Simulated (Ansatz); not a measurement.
**BN: response to strain**

BN is deformed so: equal xx and yy strain of +1 %. What stress and forces result, by LAPW, PAW and all-electron datasets made for the crystal?

Method: DFT PBE, scalar-relativistic, in Ansatz 0.2.0.

### 1 Starting point

It takes space group P6_3/mmc (No. 194, hexagonal). Conventional cell: a = 2.504 Å, b = 2.504 Å, c = 6.661 Å, α = 90.00°, β = 90.00°, γ = 120.00°. Around B (site symmetry -6m2) lie 3 N at 1.45 Å. Around N (site symmetry -6m2) lie 3 B at 1.45 Å.

Structure file:

```cif
data_structure
_symmetry_space_group_name_H-M 'P6_3/mmc'
_symmetry_Int_Tables_number 194
_cell_length_a 2.5040
_cell_length_b 2.5040
_cell_length_c 6.6612
_cell_angle_alpha 90.000
_cell_angle_beta 90.000
_cell_angle_gamma 120.000
_cell_volume 36.17
loop_
_atom_site_label
_atom_site_type_symbol
_atom_site_symmetry_multiplicity
_atom_site_Wyckoff_symbol
_atom_site_fract_x
_atom_site_fract_y
_atom_site_fract_z
_atom_site_occupancy
B1 B 2 c 0.33333 0.66667 0.25000 1
N1 N 2 d 0.33333 0.66667 0.75000 1
```

The file gives the conventional cell by its symmetry; the runs use the cell typed in the input.

Atoms are numbered in the order of the input: B1, B2, N3, N4.

### 2 After the deformation

Space group P6_3/mmc before, P6_3/mmc after.

### 3 LAPW, all electrons

Input file input.yaml:

```yaml
crystal:
  lattice:
    - [2.5290316213, 0.0, 0.0]
    - [-1.2645158107, 2.1902056311, 0.0]
    - [0.0, 0.0, 6.6612]
  atoms:
    - { symbol: B, position: [0.3333333333, 0.6666666667, 0.25] }
    - { symbol: B, position: [0.6666666667, 0.3333333333, 0.75] }
    - { symbol: "N", position: [0.3333333333, 0.6666666667, 0.75] }
    - { symbol: "N", position: [0.6666666667, 0.3333333333, 0.25] }
kpoints:
  mp_grid: { grid: [11, 11, 4] }
  band_path:
    path:
      - [0.0, 0.0, 0.0]
      - [0.5, 0.0, 0.0]
      - [0.3333333333, 0.3333333333, 0.0]
      - [0.0, 0.0, 0.0]
      - [0.0, 0.0, 0.5]
      - [0.5, 0.0, 0.5]
      - [0.3333333333, 0.3333333333, 0.5]
      - [0.0, 0.0, 0.5]
      - [0.5, 0.0, 0.5]
    npoints: 5
scf:
  occupations: { method: fermi_dirac, width: 0.02 }
hamiltonian:
  xc: pbe
  pseudopotentials: { kind: all_electron, lapw: { basis_error: 0.001 } }
output:
  forces: true
  stress: true
  eigenvalues: true
```

Started as:

```bash
ansatz run input.yaml --threads 1 --pin off --max-ram 4096MiB --backend cpu --events-out ev --progress --plain --runs-dir out
```

### 4 PAW on the default files

Input file input.yaml:

```yaml
crystal:
  lattice:
    - [2.5290316213, 0.0, 0.0]
    - [-1.2645158107, 2.1902056311, 0.0]
    - [0.0, 0.0, 6.6612]
  atoms:
    - { symbol: B, position: [0.3333333333, 0.6666666667, 0.25] }
    - { symbol: B, position: [0.6666666667, 0.3333333333, 0.75] }
    - { symbol: "N", position: [0.3333333333, 0.6666666667, 0.75] }
    - { symbol: "N", position: [0.6666666667, 0.3333333333, 0.25] }
kpoints:
  mp_grid: { grid: [11, 11, 4] }
scf:
  occupations: { method: fermi_dirac, width: 0.02 }
hamiltonian:
  xc: pbe
  pseudopotentials: { kind: paw }
output:
  forces: true
  stress: true
  eigenvalues: true
  efg: { contact_densities: true }
  write_density: true
  write_potential: true
  elf: true
  volumetric_format: npy
```

### 5 Datasets made for this crystal

input.yaml: that of step 4 with these lines changed.

```diff
@@ -16,3 +16,3 @@
   xc: pbe
-  pseudopotentials: { kind: paw }
+  pseudopotentials: { kind: all_electron, datasets: crystal }
 output:
@@ -22,5 +22 @@
   efg: { contact_densities: true }
-  write_density: true
-  write_potential: true
-  elf: true
-  volumetric_format: npy
```

(Steps that only read results are left out.)

Q: Predict the outcome of this session. Wanted: pressure; largest shear or deviatoric stress.

The runs gave:

| quantity | value |
| --- | --- |
| pressure | LAPW -3.66, PAW -3.63, crystal datasets -3.66 GPa |
| largest shear or deviatoric stress (LAPW) | 6.44 GPa |

What this shows: The largest part of the stress beyond the pressure is 6.44 GPa in size, in the zz component; the atoms are carried along and not relaxed. No run of the undeformed cell stands beside it, so the pressure holds what the given cell had before the change. PAW: stress within 0.06 GPa of LAPW. Crystal datasets: stress within 0.01 GPa of LAPW.
